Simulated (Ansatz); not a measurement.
# ZrN (rocksalt): zero-pressure volume and bulk modulus with RPBE

An exercise on one series of results from a longer session: the logs are not shown, and one member is left open.

Computed with Ansatz 0.2.0 (DFT RPBE, scalar-relativistic, plane waves, PAW, unless a step's input says otherwise).

## Starting point

The structure is cubic, space group Fm-3m (No. 225). Conventional cell: a = 4.568 Å, b = 4.568 Å, c = 4.568 Å, α = 90.00°, β = 90.00°, γ = 90.00°. Around Zr (site symmetry m-3m) lie 6 N at 2.28 Å. Around N (site symmetry m-3m) lie 6 Zr at 2.28 Å.

As a file:

```cif
data_structure
_symmetry_space_group_name_H-M 'P 1'
_symmetry_Int_Tables_number 1
_cell_length_a 3.2304
_cell_length_b 3.2304
_cell_length_c 3.2304
_cell_angle_alpha 60.000
_cell_angle_beta 60.000
_cell_angle_gamma 60.000
_cell_volume 23.84
loop_
_atom_site_label
_atom_site_type_symbol
_atom_site_fract_x
_atom_site_fract_y
_atom_site_fract_z
_atom_site_occupancy
Zr1 Zr 0.50000 0.50000 0.50000 1
N1 N 0.00000 0.00000 0.00000 1
```

An earlier run on this cell at PBE gave 4.67 GPa at 11.918 Å³/atom (8×8×8 mesh), metallic. The cell is compressed at this level.

The first run:

File input.yaml:

```yaml
crystal:
  lattice:
    - [0.0, 2.2842273067, 2.2842273067]
    - [2.2842273067, 0.0, 2.2842273067]
    - [2.2842273067, 2.2842273067, 0.0]
  atoms:
    - { symbol: Zr, position: [0.5, 0.5, 0.5] }
    - { symbol: "N", position: [0.0, 0.0, 0.0] }
basis:
  ecutwfc: 420
  ecutrho_ratio: 4
kpoints:
  mp_grid: { grid: [8, 8, 8] }
hamiltonian:
  xc: rpbe
scf:
  occupations: { method: gaussian, width: 0.05 }
output:
  forces: true
  stress: true
  eigenvalues: true
```

Command:

```console
> ansatz run input.yaml --threads 4 --pin off --max-ram 8192MiB --backend cpu --events-out ev --progress --plain --runs-dir out
```

Steps of the session up to this table: At the given cell; Stepping to 12.598 Å³/atom; Stepping to 12.324 Å³/atom; Volume × 0.98 of the new zero; Volume × 1.02 of the new zero; Volume × 0.96 of the new zero; Volume × 1.04 of the new zero.

One table of the session follows, with a row left open; its other results are not shown here.

It belongs to the step «Energy and pressure against volume». 

| volume (Å³/atom) | energy (meV/atom) | pressure (GPa) |
| --- | --- | --- |
| 11.831 | 15.77 | 10.59 |
| 12.078 | 3.82 | 5.02 |
| 12.324 | 0.00 | 0.01 |
| 12.571 | ? | ? |
| 12.817 | 13.54 | -8.52 |

**Question.** Estimate the row for volume (Å³/atom) = 12.571.

Worked estimate for «energy (meV/atom)». A straight line through the neighbours (12.324, 0.00) and (12.817, 13.54) gives 0.00 + (13.54 − 0.00) × (12.571 − 12.324) / (12.817 − 12.324) = 6.78; a parabola fitted to 3 rows on both sides gives 3.25.

The run gave: energy (meV/atom): 3.50; pressure (GPa): -4.48. In «energy (meV/atom)» the line misses by +3.28 and the parabola by -0.25.
